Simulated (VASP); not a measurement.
A run of VASP 6.6.1 is set up as follows.

INCAR

```
PREC = Accurate
ENCUT = 600
EDIFF = 1E-8
ISMEAR = 0
SIGMA = 0.03
LREAL = False
LASPH = True
NELM = 80
ALGO = Fast
ISIF = 2
LWAVE = False
LCHARG = False
GGA = PS
LEPSILON = True
KPAR = 2
```

The input KPOINTS:

```
Automatic mesh
0
Monkhorst-Pack
  12 12 12
```

Contents of POSCAR:

```
BaF2                                    
1.0
    0.0000000000      3.1155255739      3.1155255739
    3.1155255739      0.0000000000      3.1155255739
    3.1155255739      3.1155255739     -0.0000000000
  Ba              F             
     1     2
Direct
     0.0000000000000000    0.0000000000000000    1.0000000000000000
     0.2500000000000000    0.2500000000000000    0.2500000000000000
     0.7500000000000000    0.7500000000000000    0.7500000000000000
```

Potentials or basis: VASP PAW PBE potentials, release 64 (Ba_sv, F).

The run is started by

```bash
$ cat potpaw_PBE.64/Ba_sv/POTCAR potpaw_PBE.64/F/POTCAR > POTCAR
$ mpirun -np 2 vasp_std > vasp.out
```

(1) Estimate the electronic dielectric tensor (diagonal).

(2) Estimate the Born charges (mean of the diagonal).

Answers

(1) 2.37.

(2) Ba +2.57; F -1.29 e.
